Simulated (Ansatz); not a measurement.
# MoTe2 (Te2Mo-type): one cell, many starting occupations (series 2), part 2 of 2

DFT+U has many self-consistent solutions. How far apart do the states of MoTe2 (Te2Mo-type) lie when only the starting occupations change? Cell and atoms stay fixed.

Ansatz 0.2.0; DFT PBE+U (U_eff = 3 eV on Mo d), plane waves, PAW. Earlier steps stand in the parts before.

## 5. Random orbitals: fully mixed, one electron more

input.yaml reads:

```yaml
crystal:
  lattice:
    - [3.51819974, 0.0, 0.0]
    - [-1.75909987, 3.04685035, 0.0]
    - [0.0, 0.0, 13.97359995]
  atoms:
    - { symbol: Te, position: [0.3333333333, 0.6666666667, 0.621] }
    - { symbol: Te, position: [0.6666666667, 0.3333333333, 0.121] }
    - { symbol: Te, position: [0.3333333333, 0.6666666667, 0.879] }
    - { symbol: Te, position: [0.6666666667, 0.3333333333, 0.379] }
    - { symbol: Mo, position: [0.3333333333, 0.6666666667, 0.25], spin: 3.0 }
    - { symbol: Mo, position: [0.6666666667, 0.3333333333, 0.75], spin: -3.0 }
basis:
  ecutwfc: 420
  ecutrho_ratio: 4
kpoints:
  mp_grid: { grid: [6, 6, 2] }
hamiltonian:
  xc: pbe
  hubbard:
    sites:
      - { site: 4, l: d, u_eff: 3.0, starting_ns: [{ spin: up, occupation_matrix: s4up }, { spin: down, occupation_matrix: s4down }] }
      - { site: 5, l: d, u_eff: 3.0, starting_ns: [{ spin: up, occupation_matrix: s5up }, { spin: down, occupation_matrix: s5down }] }
    occupation_matrices:
      s4up:
        matrix:
          - [0.51158, 0.11669, -0.03413, 0.25912, -0.37872]
          - [0.11669, 0.82401, -0.20078, 0.13172, 0.2147]
          - [-0.03413, -0.20078, 0.59013, 0.37538, 0.1849]
          - [0.25912, 0.13172, 0.37538, 0.4875, 0.01296]
          - [-0.37872, 0.2147, 0.1849, 0.01296, 0.53678]
      s4down:
        matrix:
          - [0.02, 0.0, 0.0, 0.0, 0.0]
          - [0.0, 0.02, 0.0, 0.0, 0.0]
          - [0.0, 0.0, 0.02, 0.0, 0.0]
          - [0.0, 0.0, 0.0, 0.02, 0.0]
          - [0.0, 0.0, 0.0, 0.0, 0.02]
      s5up:
        matrix:
          - [0.02, 0.0, 0.0, 0.0, 0.0]
          - [0.0, 0.02, 0.0, 0.0, 0.0]
          - [0.0, 0.0, 0.02, 0.0, 0.0]
          - [0.0, 0.0, 0.0, 0.02, 0.0]
          - [0.0, 0.0, 0.0, 0.0, 0.02]
      s5down:
        matrix:
          - [0.43491, -0.01272, -0.29837, -0.33588, -0.14148]
          - [-0.01272, 0.94858, -0.04633, -0.0283, 0.12953]
          - [-0.29837, -0.04633, 0.73071, -0.22505, 0.16808]
          - [-0.33588, -0.0283, -0.22505, 0.73961, 0.03908]
          - [-0.14148, 0.12953, 0.16808, 0.03908, 0.09619]
    ns_hold: { iters: 5 }
scf:
  occupations: { method: gaussian, width: 0.05 }
  lower_state_search: "off"
  max_iter: 150
output:
  forces: true
  stress: true
  eigenvalues: true
  populations: true
  hubbard: { sites: [{ site: 4, l: d }, { site: 5, l: d }] }
magnetization:
  spin_polarized: true
```

The typed matrices are held for 5 cycles.

Command:

```
$ ansatz run input.yaml --threads 4 --pin off --max-ram 6144MiB --backend cpu --events-out ev --progress --plain --runs-dir out
```

What it wrote, cut to the lines that bear on the results:

```text
Warning: crystal.symmetry: narrowed to the stabiliser of the occupation matrices — unitary ops 12 → 1, anti-unitary 12 → 0; lowered by the specified shells (site 4, l: d), (site 5, l: d); largest admitted image defect 4.4e-16, smallest excluded 4.7e-1 — at a splitting's scale: the group [...]
Warning: RAYON_NUM_THREADS=4 ignored (pool sized by the plan → 4); use --threads N
Te: projections on atomic orbitals take those of the free atom [Kr] 4d10 5s2 5p4, of charge +0.00 (hamiltonian.pseudopotentials.projection_atoms); the dataset's partial waves leave at most 7.8e-6 of an orbital's norm unspanned inside its sphere
Mo: projections on atomic orbitals take those of the free atom [Ar 3d10] 4s2 4p6 4d5 5s1, of charge +0.00 (hamiltonian.pseudopotentials.projection_atoms); the dataset's partial waves leave at most 6.0e-6 of an orbital's norm unspanned inside its sphere
[...]
Pseudopotentials: kind: paw
Pseudopotential: Te, paw, valence charge 16, recommended cutoff 420 eV (normal), Te.paw.azcp
Pseudopotential: Mo, paw, valence charge 14, recommended cutoff 420 eV (normal), Mo.paw.azcp
Functional definition: PBE
[...]
Crystal: 6 atoms, lattice volume = 149.789 Å³
Basis set: ecut = 420 eV, 2909 PW (Γ), exchange–correlation on 48×48×192 points (8 copies of the dense FFT grid, shifted against one another)
[...]
WARN: the starting moments were not kept: the SCF closed with an absolute magnetisation of 6.3e-5 μB, where they sum to 6 μB in size (2 sites). That is at most 0.1 of that sum. Measured as dr2_m measures the in/out step, that magnetisation stands 5.7e-10 eV from none, at or under the [...]
WARN: hamiltonian.hubbard: on 4 of 4 specified blocks the occupation matrix of this SCF's result fails the test of the specified filling. At site 4 ↑ (sites count from 0 in the list of atoms of the cell that this SCF solves) the least filled combination of the orbitals specified full has [...]
     2     Te     15.8578     0.0000
     3     Te     15.8578    -0.0000
     4     Mo     14.0931     0.0000
     5     Mo     14.0931    -0.0000
  spilling = 0.004158 (of n_electrons = 92.000000)
--- Occupation matrices: 2 shells (run DFT+U table (all-electron-ortho-atomic); ε = 1.58e-3) ---
  Mo4 d_4D: site group D3h (-6m2)
  Mo4 d_4D up     Tr n = 2.7677  λ = 0.533 0.533 0.559 0.559 0.583  [2× xz 0.50 E''(1.00) | 2× x2-y2 0.50 E'(1.00) | z2 1.00 A1'(1.00)]
  Mo4 d_4D dn     Tr n = 2.7677  λ = 0.533 0.533 0.559 0.559 0.583  [2× xz 0.50 E''(1.00) | 2× x2-y2 0.50 E'(1.00) | z2 1.00 A1'(1.00)]
  specified occupation → Mo4 d_4D up: matrix, ‖Δ‖_F = 1.0523, Tr Δ = +0.1823, displaced = 1.1670, d_λ = 1.0069; orbital distance = 1.7009
  specified occupation → Mo4 d_4D dn: matrix, ‖Δ‖_F = 1.1938, Tr Δ = -2.6677, displaced = 1.3339, d_λ = 1.1938; orbital distance = 0.0000
  Mo5 d_4D: site group D3h (-6m2)
  Mo5 d_4D up     Tr n = 2.7677  λ = 0.533 0.533 0.559 0.559 0.583  [2× xz 0.50 E''(1.00) | 2× x2-y2 0.50 E'(1.00) | z2 1.00 A1'(1.00)]
  Mo5 d_4D dn     Tr n = 2.7677  λ = 0.533 0.533 0.559 0.559 0.583  [2× xz 0.50 E''(1.00) | 2× x2-y2 0.50 E'(1.00) | z2 1.00 A1'(1.00)]
  specified occupation → Mo5 d_4D up: matrix, ‖Δ‖_F = 1.1938, Tr Δ = -2.6677, displaced = 1.3339, d_λ = 1.1938; orbital distance = 0.0000
  specified occupation → Mo5 d_4D dn: matrix, ‖Δ‖_F = 1.0606, Tr Δ = +0.1823, displaced = 1.1763, d_λ = 1.0069; orbital distance = 1.8577
  Tr n, λ and their labels are of the run-group-symmetrised matrices; stabiliser: 48 of 48 elements of G0×{1,Θ} (closed), max defect 4.3e-5 at τ = 3.4e-4
```

Run time: 30 s. Hardware: 4 threads of Intel Xeon Platinum 8488C (Sapphire Rapids), shared host; peak memory 0.97 GiB.

It ends with a gap on the mesh of 0.87 eV, pressure 2.6 GPa, no moment over 0.05 μB in any sphere, largest force component 0.13 eV/Å, 1 symmetry operation imposed. The program reports that the typed filling wasn't kept.

The shells' filling, with natural orbitals sorted by occupation:

| shell | channel | electrons | over 0.8 | 0.2 to 0.8 | under 0.2 |
| --- | --- | --- | --- | --- | --- |
| Mo 4d (atom 5) | up | 2.77 | 0 | 5 | 0 |
| Mo 4d (atom 5) | down | 2.77 | 0 | 5 | 0 |

## 6. Random orbitals: drawn by pairs, first filling

input.yaml, as its differences from that of step 5:

```diff
@@ -10,4 +10,4 @@
     - { symbol: Te, position: [0.6666666667, 0.3333333333, 0.379] }
-    - { symbol: Mo, position: [0.3333333333, 0.6666666667, 0.25], spin: 3.0 }
-    - { symbol: Mo, position: [0.6666666667, 0.3333333333, 0.75], spin: -3.0 }
+    - { symbol: Mo, position: [0.3333333333, 0.6666666667, 0.25], spin: 2.0 }
+    - { symbol: Mo, position: [0.6666666667, 0.3333333333, 0.75], spin: -2.0 }
 basis:
@@ -26,7 +26,7 @@
         matrix:
-          - [0.51158, 0.11669, -0.03413, 0.25912, -0.37872]
-          - [0.11669, 0.82401, -0.20078, 0.13172, 0.2147]
-          - [-0.03413, -0.20078, 0.59013, 0.37538, 0.1849]
-          - [0.25912, 0.13172, 0.37538, 0.4875, 0.01296]
-          - [-0.37872, 0.2147, 0.1849, 0.01296, 0.53678]
+          - [0.73413, 0.0, 0.0, 0.41042, 0.0]
+          - [0.0, 0.73413, 0.0, 0.0, -0.41042]
+          - [0.0, 0.0, 0.02, 0.0, 0.0]
+          - [0.41042, 0.0, 0.0, 0.25587, 0.0]
+          - [0.0, -0.41042, 0.0, 0.0, 0.25587]
       s4down:
@@ -47,8 +47,8 @@
         matrix:
-          - [0.43491, -0.01272, -0.29837, -0.33588, -0.14148]
-          - [-0.01272, 0.94858, -0.04633, -0.0283, 0.12953]
-          - [-0.29837, -0.04633, 0.73071, -0.22505, 0.16808]
-          - [-0.33588, -0.0283, -0.22505, 0.73961, 0.03908]
-          - [-0.14148, 0.12953, 0.16808, 0.03908, 0.09619]
-    ns_hold: { iters: 5 }
+          - [0.02, 0.0, 0.0, 0.0, 0.0]
+          - [0.0, 0.25587, -0.41042, 0.0, 0.0]
+          - [0.0, -0.41042, 0.73413, 0.0, 0.0]
+          - [0.0, 0.0, 0.0, 0.495, -0.475]
+          - [0.0, 0.0, 0.0, -0.475, 0.495]
+    ns_hold: { iters: 12 }
 scf:
```

The typed matrices are held for 12 cycles.

Command:

```
$ ansatz run input.yaml --threads 4 --pin off --max-ram 6144MiB --backend cpu --events-out ev --progress --plain --runs-dir out
```

What it wrote, cut to the lines that bear on the results:

```text
Warning: crystal.symmetry: narrowed to the stabiliser of the occupation matrices — unitary ops 12 → 1, anti-unitary 12 → 0; lowered by the specified shells (site 4, l: d), (site 5, l: d); largest admitted image defect 2.2e-16, smallest excluded 6.2e-1 — at a splitting's scale: the group [...]
Warning: RAYON_NUM_THREADS=4 ignored (pool sized by the plan → 4); use --threads N
Te: projections on atomic orbitals take those of the free atom [Kr] 4d10 5s2 5p4, of charge +0.00 (hamiltonian.pseudopotentials.projection_atoms); the dataset's partial waves leave at most 7.8e-6 of an orbital's norm unspanned inside its sphere
Mo: projections on atomic orbitals take those of the free atom [Ar 3d10] 4s2 4p6 4d5 5s1, of charge +0.00 (hamiltonian.pseudopotentials.projection_atoms); the dataset's partial waves leave at most 6.0e-6 of an orbital's norm unspanned inside its sphere
[...]
[... 4 set-up lines as earlier in the session ...]
[...]
Crystal: 6 atoms, lattice volume = 149.789 Å³
Basis set: ecut = 420 eV, 2909 PW (Γ), exchange–correlation on 48×48×192 points (8 copies of the dense FFT grid, shifted against one another)
[...]
WARN: the starting moments were not kept: the SCF closed with an absolute magnetisation of 5.0e-5 μB, where they sum to 4 μB in size (2 sites). That is at most 0.1 of that sum. Measured as dr2_m measures the in/out step, that magnetisation stands 2.4e-10 eV from none, at or under the [...]
WARN: hamiltonian.hubbard: on 4 of 4 specified blocks the occupation matrix of this SCF's result fails the test of the specified filling. At site 4 ↑ (sites count from 0 in the list of atoms of the cell that this SCF solves) the least filled combination of the orbitals specified full has [...]
     2     Te     15.8578     0.0000
     3     Te     15.8578     0.0000
     4     Mo     14.0931    -0.0000
     5     Mo     14.0931    -0.0000
  spilling = 0.004158 (of n_electrons = 92.000000)
--- Occupation matrices: 2 shells (run DFT+U table (all-electron-ortho-atomic); ε = 9.86e-4) ---
  Mo4 d_4D: site group D3h (-6m2)
  Mo4 d_4D up     Tr n = 2.7677  λ = 0.533 0.533 0.559 0.559 0.583  [2× xz 0.50 E''(1.00) | 2× x2-y2 0.50 E'(1.00) | z2 1.00 A1'(1.00)]
  Mo4 d_4D dn     Tr n = 2.7677  λ = 0.533 0.533 0.559 0.559 0.583  [2× xz 0.50 E''(1.00) | 2× x2-y2 0.50 E'(1.00) | z2 1.00 A1'(1.00)]
  specified occupation → Mo4 d_4D up: matrix, ‖Δ‖_F = 1.0884, Tr Δ = -0.7677, displaced = 1.2075, d_λ = 1.0658; orbital distance = 1.2248
  specified occupation → Mo4 d_4D dn: matrix, ‖Δ‖_F = 1.1938, Tr Δ = -2.6677, displaced = 1.3339, d_λ = 1.1938; orbital distance = 0.0000
  Mo5 d_4D: site group D3h (-6m2)
  Mo5 d_4D up     Tr n = 2.7677  λ = 0.533 0.533 0.559 0.559 0.583  [2× xz 0.50 E''(1.00) | 2× x2-y2 0.50 E'(1.00) | z2 1.00 A1'(1.00)]
  Mo5 d_4D dn     Tr n = 2.7677  λ = 0.533 0.533 0.559 0.559 0.583  [2× xz 0.50 E''(1.00) | 2× x2-y2 0.50 E'(1.00) | z2 1.00 A1'(1.00)]
  specified occupation → Mo5 d_4D up: matrix, ‖Δ‖_F = 1.1938, Tr Δ = -2.6677, displaced = 1.3339, d_λ = 1.1938; orbital distance = 0.0000
  specified occupation → Mo5 d_4D dn: matrix, ‖Δ‖_F = 1.1093, Tr Δ = -0.7677, displaced = 1.2314, d_λ = 1.0659; orbital distance = 1.5811
  Tr n, λ and their labels are of the run-group-symmetrised matrices; stabiliser: 48 of 48 elements of G0×{1,Θ} (closed), max defect 2.8e-5 at τ = 2.1e-4
```

Run time: 37 s. Hardware: 4 threads of Intel Xeon Platinum 8488C (Sapphire Rapids), shared host; peak memory 0.96 GiB.

End state: a gap on the mesh of 0.87 eV, pressure 2.6 GPa, no moment over 0.05 μB in any sphere, largest force component 0.13 eV/Å, 1 symmetry operation imposed. The program reports that the typed filling wasn't kept.

The shells' filling, with natural orbitals sorted by occupation:

| shell | channel | electrons | over 0.8 | 0.2 to 0.8 | under 0.2 |
| --- | --- | --- | --- | --- | --- |
| Mo 4d (atom 5) | up | 2.77 | 0 | 5 | 0 |
| Mo 4d (atom 5) | down | 2.77 | 0 | 5 | 0 |

## 7. Results

What follows sums up all 2 parts.

Energies count from the lowest free state and have the smearing extrapolated to zero.

| start | energy (meV/atom) | gap (eV) | pressure (GPa) | largest moment (μB) | SCF cycles | time |
| --- | --- | --- | --- | --- | --- | --- |
| from atoms, default search (earlier series) | 0.0 | 0.87 | 2.6 | 0.00 | 100 | 42 s |
| random orbitals: fully mixed, first filling | 0.0 | 0.87 | 2.6 | 0.00 | 33 | 33 s |
| random orbitals: drawn by pairs, first filling | 0.0 | 0.87 | 2.6 | 0.00 | 36 | 37 s |
| random orbitals: single harmonics, second filling | 0.0 | 0.87 | 2.6 | 0.00 | 25 | 17 s |
| random orbitals: fully mixed, one electron more | 0.0 | 0.87 | 2.6 | 0.00 | 35 | 30 s |
| random orbitals: single harmonics, first filling | 0.0 | 0.87 | 2.6 | 0.00 | 37 | 27 s |

The 6 free runs end within about 1 meV/atom of each other. The run with the program's default settings reaches the lowest one found. The lowest state found need not be the ground state, and the geometry wasn't relaxed for any of them.
